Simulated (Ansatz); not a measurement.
# SnO: equation of state with PBE+D4

Crystal: SnO.

```
Sn O
1.0
     3.81370    0.00000    0.00000
     0.00000    3.81370    0.00000
     0.00000    0.00000    4.88691
Sn O
2 2
Direct
  0.50000 0.00000 0.76463
  0.00000 0.50000 0.23537
  0.00000 0.00000 0.00000
  0.50000 0.50000 0.00000
```

The cell is a database's computed one.

| Item | Value |
| --- | --- |
| Program | Ansatz 0.2.0 |
| Task | equation of state |
| Functional | PBE |
| Dispersion | D4 |
| Potentials or basis | Ansatz PAW |
| Cutoff | 420 eV |
| Density cutoff | 1680 eV |
| k mesh | 7 × 7 × 6 |
| Occupations | fermi-dirac, width 0.05 eV |
| Spin | no spin polarisation |

* Equilibrium volume: 18.03 Å³/atom
* Bulk modulus at fixed shape and positions: 89 GPa
* Pressure derivative of the bulk modulus: 4.4

Energy against volume, from the lowest point:
| volume (Å³/atom) | energy (meV/atom) |
| --- | --- |
| 16.703 | 31.23 |
| 17.058 | 16.11 |
| 17.414 | 6.22 |
| 17.769 | 1.00 |
| 18.125 | 0.00 |
| 18.480 | 2.85 |
| 18.835 | 9.04 |

All runs of the series together: 58 s on 2 threads of Intel(R) Xeon(R) Processor @ 2.50GHz (Skylake/Cascade Lake), on a shared host.

Caveat: the cell was scaled at fixed shape and fractional positions, which overstates the stiffness of a crystal with free parameters, most of all of layers and chains.
